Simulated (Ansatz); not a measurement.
## A low-energy model for TiBr3 (honeycomb trihalide sheet): bands, U and J

Wanted: the parameters of a Hubbard-Kanamori model for TiBr3 (honeycomb trihalide sheet).

Method: non-magnetic PBE, then constrained RPA, plane waves, PAW, in Ansatz 0.2.0.

## (1) The starting structure

The cell holds 8 atoms: 2 Ti and 6 Br. Its edges and angles: a = 6.409 Å, b = 6.409 Å, c = 29.635 Å, α = 90.0°, β = 90.0°, γ = 120.0°. Vacuum lies along c.

The structure was relaxed with PBE. The structure was generated from a model, not taken from a measurement. The runs that relaxed it are not among those shown. The program's search for lower electronic states was switched off, so nothing shows that the state found is the lowest. The default PAW set here is soft_2. Its files were made with PBE. The Coulomb interaction is cut off across the vacuum.

## (2) PBE bands and orbital weights

This step: DFT, PBE, plane waves, PAW.

Input file input.yaml:

```yaml
crystal:
  lattice:
    - [-2.61656988, -2.61656988, 5.23313976]
    - [5.23313976, -2.61656988, -2.61656988]
    - [17.1098907, 17.1098907, 17.1098907]
  atoms:
    - { symbol: Ti, position: [0.3333333333, 0.6666666667, 0.3191744952] }
    - { symbol: Ti, position: [0.6666666667, 0.3333333333, 0.3191744952] }
    - { symbol: Br, position: [0.3483015123, 0.0, 0.370324631] }
    - { symbol: Br, position: [0.0, 0.3483015123, 0.370324631] }
    - { symbol: Br, position: [0.6516984877, 0.6516984877, 0.370324631] }
    - { symbol: Br, position: [0.6516984877, 0.0, 0.2680243594] }
    - { symbol: Br, position: [0.0, 0.6516984877, 0.2680243594] }
    - { symbol: Br, position: [0.3483015123, 0.3483015123, 0.2680243594] }
  periodic: [true, true, false]
kpoints:
  mp_grid: { grid: [6, 6, 1] }
  band_path:
    path:
      - [0.0, 0.0, 0.0]
      - [0.5, 0.0, 0.0]
      - [0.33333333, 0.33333333, 0.0]
      - [0.0, 0.0, 0.0]
    npoints: 10
hamiltonian:
  xc: pbe
scf:
  occupations: { method: gaussian, width: 0.08 }
  n_extra_bands: 24
  max_iter: 150
  lower_state_search: "off"
output:
  eigenvalues: true
  forces: true
  stress: true
  fatbands: true
  write_density: true
  write_potential: true
  elf: true
  volumetric_format: npy
```

Started as:

```console
$ ansatz run input.yaml --threads 4 --pin off --max-ram 14745MiB --backend cpu --events-out ev --progress --plain --runs-dir out
```

Numbers of over 12 decimals in the logs are rounded to 6 here.

What it wrote:

```text
scf.n_extra_bands = 24 over 33 filled bands (N_el = 66.0): the run solves 57 bands
Engine: ansatz 0.2.0, aarch64-unknown-linux-gnu
Pseudopotentials: kind: paw
Pseudopotential: Ti, paw, valence charge 12, recommended cutoff 420 eV (normal), Ti.paw.azcp
Pseudopotential: Br, paw, valence charge 7, recommended cutoff 420 eV (normal), Br.paw.azcp
Functional definition: PBE
  parameter kappa = 0.804
  parameter beta = 0.066725
  exchange = pbe_x(kappa = kappa, mu = beta*pi^2/3)
  correlation = pbe_c(beta = beta)
Crystal: 8 atoms, lattice volume = 1054.276 Å³
Basis set: ecut = 420 eV, 20667 PW (Γ), exchange–correlation on 90×90×400 points (8 copies of the dense FFT grid, shifted against one another)
Bands: 57, of which v1, the nominal top of the filled ones, is band 33 counted from 1 (32 counted from 0)
Symmetry: 12 space group operations
Space group: P-31m (ITA 162), of the structure as read, at distance tolerance 1.0e-4 Å
k-points: 7 of 36
Non-local potential: Ti, projectors of the file, l = 0: 3, l = 1: 2, l = 2: 3, l = 3: 1
Non-local potential: Br, projectors of the file, l = 0: 2, l = 1: 2, l = 2: 2
PAW form: soft (Blöchl's): semilocal exchange-correlation on the pseudo side does not see the compensation charge
PAW one-centre angular grid: Ti, 590 points (default); XC on 64 Gauss nodes
PAW one-centre angular grid: Br, 110 points (default); XC on 64 Gauss nodes
Initial density: superposition of atomic densities (neutral atoms: chi_scale 0, normalization atom), corrected by the library's trained network
Initial wavefunctions: pseudopotential atomic-orbital guess
Functional: x = pbe(κ = 0.804, μ = 0.219515), c = pbe(β = 0.066725)
SCF iter   1: F=—  HF=-21707.907024 eV  |F-HF|=—  |Δ(HF+E_count)|=         —  Δρ=1.08e-3  dr2=7.16e-3  ethr=1.77e-3  ⟨swp⟩=11.7  Hψ=2842  notcnv=0  defer=44
preconditioner: auto → LDOS  [metal: Δε(μ)=0.041 eV  Ē_g=10.710 eV  σ=0.080 eV  W_gap=0.28  n_scr=94 (ndim 8)  ℏωp=8.1 eV  f_vac=0.763  D(μ)=16.94/eV (n_scr^D=94)  β→1.0]
SCF iter   2: F=—  HF=-21707.909602 eV  |F-HF|=—  |Δ(HF+E_count)|=   2.58e-3  Δρ=6.27e-4  dr2=5.70e-3  ethr=1.08e-5  ⟨swp⟩=3.1  Hψ=831  notcnv=0  defer=99
SCF iter   3: F=—  HF=-21707.908816 eV  |F-HF|=—  |Δ(HF+E_count)|=   7.86e-4  Δρ=3.09e-4  dr2=1.72e-3  ethr=8.64e-6  ⟨swp⟩=1.6  Hψ=404  notcnv=0  defer=99
SCF iter   4: F=—  HF=-21707.908693 eV  |F-HF|=—  |Δ(HF+E_count)|=   1.23e-4  Δρ=1.88e-4  dr2=4.91e-4  ethr=2.61e-6  ⟨swp⟩=1.7  Hψ=304  notcnv=0  defer=99
SCF iter   5: F=—  HF=-21707.908697 eV  |F-HF|=—  |Δ(HF+E_count)|=   3.90e-6  Δρ=6.78e-5  dr2=8.24e-5  ethr=7.44e-7  ⟨swp⟩=2.3  Hψ=455  notcnv=0  defer=99
SCF iter   6: F=—  HF=-21707.908525 eV  |F-HF|=—  |Δ(HF+E_count)|=   1.72e-4  Δρ=1.29e-5  dr2=3.09e-6  ethr=1.25e-7  ⟨swp⟩=2.6  Hψ=500  notcnv=0  defer=99
SCF iter   7: F=—  HF=-21707.908527 eV  |F-HF|=—  |Δ(HF+E_count)|=   1.87e-6  Δρ=5.08e-6  dr2=4.66e-7  ethr=4.69e-9  ⟨swp⟩=2.9  Hψ=572  notcnv=0  defer=99
SCF iter   8: F=-21707.908527 eV  HF=-21707.908527 eV  |F-HF|=4.16e-8  |Δ(HF+E_count)|=   2.40e-7  Δρ=1.18e-6  dr2=1.32e-8  ethr=1.52e-10  ⟨swp⟩=37.9  Hψ=5043  notcnv=0
SCF 1 converged in 8 iterations: F = -21707.908527 eV  dr2 = 1.32e-8
  greatest PAW one-centre occupation: 0.999 electrons in one spin orbital (limit 2), on the Ti atom at site 1 (counted from 0), in its partial waves of l = 0
NSCF: frozen V_eff on 31 k-points
WARN: The input density's exchange-correlation potential varies sharply where the density is thin. Do not read a vacuum level from v_tot or v_xc, or from such a field of the output density. On a cell that repeats whose density bears no net charge and no dipole along the vacuum's axis use v_es (v_loc + v_h of the components); under efield.dipole_correction with no amplitude use v_es + v_field, which holds any external [...]
SCF converged after 8 iterations
Free energy (F): -21707.908527 eV
Harris-Foulkes:  -21707.908527 eV  (|F-HF|=4.16e-8)
Internal energy: -21707.854655 eV  (E = F + TS)
E sigma→0 (E₀):  -21707.881591 eV
Entropy (-TS):   -0.053872 eV (-6.734 meV/atom)
Fermi energy:    -4.720080 eV
--- Per-component energies (eV) ---
  E_band       = -1290.323828
  E_kinetic    = 1338.933762
  E_local      = -69169.930332  (includes V_loc(G=0)·N_el)
  E_nonlocal   = 438.796686
  E_hartree    = 33686.580397
  E_xc         = -1778.960888
  E_vxc        = -861.437293  (∫ρ·V_xc dr)
  E_paw        = -15574.571054  (= ΣΔE_a)
  E_vpaw       = -409.835389  (= ΣTr[D̂ρ^β])
  E_aug_tail   = 0.000211  (compensation charges beyond the density's cutoff)
  E_ewald      = 29351.296563
  E_smearing   = -0.053872  (= −TS)
  E_closure    = 0.000000  (closes the sum)
  Σ components = -21707.908527   (vs F -21707.908527, Δ=0.00e0)
--- Forces (eV/Å), atoms counted from 1 ---
  atom   1  Ti    -0.00000000     0.00000000    -0.00000000
  atom   2  Ti     0.00000000    -0.00000000     0.00000000
  atom   3  Br     0.00160074     0.00160074    -0.00147438
  atom   4  Br    -0.00147438     0.00160074     0.00160074
  atom   5  Br     0.00160074    -0.00147438     0.00160074
  atom   6  Br    -0.00160074    -0.00160074     0.00147438
  atom   7  Br     0.00147438    -0.00160074    -0.00160074
  atom   8  Br    -0.00160074     0.00147438    -0.00160074
  max |Σ_I F_I| component: 5.20e-18 eV/Å
--- 2D stress c σ (N/m, compression-positive) ---
        0.012899      -0.006449      -0.006449
       -0.006449       0.012899      -0.006449
       -0.006449      -0.006449       0.012899
  P = ½ c Tr σ = 0.0193 N/m
--- Band table (eV; the first three rows and the last of 7) ---
  k-point 0: bands = [... 29 lower, -7.3728, -6.9443, -6.9443, -4.5724, -4.5724, -4.4861, -4.4250, -4.2618, ... 20 higher]
  k-point 1: bands = [... 29 lower, -7.3943, -7.3190, -7.0377, -4.6366, -4.5279, -4.5245, -4.3130, -4.2863, ... 20 higher]
  k-point 2: bands = [... 29 lower, -7.4885, -7.4032, -7.1478, -4.7338, -4.6945, -4.4624, -4.3498, -4.2026, ... 20 higher]
  k-point 6: bands = [... 29 lower, -7.6153, -7.3556, -7.3556, -4.7767, -4.7767, -4.6073, -4.3950, -4.1031, ... 20 higher]
  ° read free of the cell's end (the report's vacuum.weakly_bound_levels)
```

Run time: 41 s. Hardware: 4 threads of Arm Neoverse V2, shared host; peak memory 2 GiB; 2.7 min of CPU time.

Electronic bands along the path, in eV, zero at the Fermi level:

```
  point  band 30  band 31  band 32  band 33  band 34  band 35  band 36  band 37
      Γ    -2.65    -2.22    -2.22     0.15     0.15     0.23     0.30     0.46
halfway    -2.73    -2.69    -2.39     0.03     0.12     0.23     0.41     0.48
      M    -2.81    -2.72    -2.40    -0.09    -0.06     0.30     0.31     0.55
halfway    -2.89    -2.66    -2.51    -0.07    -0.07     0.21     0.32     0.59
      K    -2.90    -2.64    -2.64    -0.06    -0.06     0.11     0.33     0.62
halfway    -2.75    -2.70    -2.48     0.04     0.06     0.22     0.38     0.52
      Γ    -2.65    -2.22    -2.22     0.15     0.15     0.23     0.30     0.46
```

Of the projections kept (Ti 3d, Br 4p), the largest for each band there; the rest of the weight can lie on other orbitals:

```
point     band 30     band 31     band 32     band 33     band 34     band 35     band 36     band 37
    Γ  Br 4p 0.94  Br 4p 0.98  Br 4p 0.98  Ti 3d 0.90  Ti 3d 0.90  Ti 3d 0.84  Ti 3d 0.95  Ti 3d 0.86
    M  Br 4p 0.97  Br 4p 0.98  Br 4p 0.99  Ti 3d 0.84  Ti 3d 0.92  Ti 3d 0.93  Ti 3d 0.78  Ti 3d 0.89
    K  Br 4p 0.93  Br 4p 0.92  Br 4p 0.92  Ti 3d 0.84  Ti 3d 0.84  Ti 3d 0.80  Ti 3d 0.97  Ti 3d 0.88
    Γ  Br 4p 0.94  Br 4p 0.98  Br 4p 0.98  Ti 3d 0.90  Ti 3d 0.90  Ti 3d 0.84  Ti 3d 0.95  Ti 3d 0.86
```

Valence density in the ca plane at fractional y = 0.333, with atoms of Ti and Br within 0.2 Å of it. It is the smooth field of the valence electrons, not physical close to the nuclei.

Ten steps, logarithmic in the rise over the least value, from '0' (0.00 × 1e0 e/Å³) to '9' (9.48 × 1e0 e/Å³), each cell a mean:
```
00000000000000000000000013454454200000000000
00000000000000000000111112455553100000000000
00000000000000000001111222344432100000000000
00000000000000000001112566432211000000000000
00000000000000000000124899631100000000000000
00000000000000000000125899731100000000000000
00000000000000000001124798621100000000000000
00000000000000000012233455321100000000000000
00000000000000000134444322111100000000000000
00000000000000001245555321111000000000000000
00000000000000001355345421000000000000000000
00000000000000001355345321000000000000000000
00000000000000001245554311011100000000000000
00000000000000000123443211122221000000000000
00000000000000000011221111244432100000000000
00000000000000000000000012455553200000000000
00000000000000000000000012453454200000000000
```
Columns run along c (16.0 Å, from fractional 0.02 to 0.56 of the cell), rows up along a (6.4 Å). Atoms in or near the plane, at fractional coordinates: Ti at (0.32, 0.67), Br at (0.37, 0.00), Br at (0.27, 0.35).

ELF in the ca plane at fractional y = 0.333, with atoms of Ti and Br within 0.2 Å of it. It is the smooth field of the valence electrons, not physical close to the nuclei.

Ten even steps from '0' (0.00) to '9' (0.89), each cell a mean:
```
00000000000000000000000027960179963100000000
00000000000000000000000015897799852100000000
00000000000000000000110011489987531000000000
00000000000000000000111354235553100000000000
00000000000000000000003645511110000000000000
00000000000000000000004613620000000000000000
00000000000000000011212656511000000000000000
00000000000000001356652244101000000000000000
00000000000000024789997410011000000000000000
00000000000000147998579731000000000000000000
00000000000000258993018851000000000000000000
00000000000000247994028851000000000000000000
00000000000000136898689841012110000000000000
00000000000000024689998511367764210000000000
00000000000000001246664213799998631000000000
00000000000000000001110026996699852100000000
00000000000000000000000027950069963100000000
```
Columns run along c (16.0 Å, from fractional 0.02 to 0.56 of the cell), rows up along a (6.4 Å). Atoms in or near the plane, at fractional coordinates: Ti at (0.32, 0.67), Br at (0.37, 0.00), Br at (0.27, 0.35).

(Continued in part 2 of 2.)

[Paths, hosts, dates, memory and timing lines, banners, echoed tables and standing remarks are left out of the program output.]

[Logs are printed without paths, hosts, clocks, repeated set-up lines and the standing remarks that a program may print on its own settings, such as how far it seeks lower states.]

[Runs of the session that timed out or met a known fault of the program may be left out.]

[Hosts, paths, dates, database ids (printed as entryN), source tags and the programs' standing remarks are cut or masked in the printed files.]
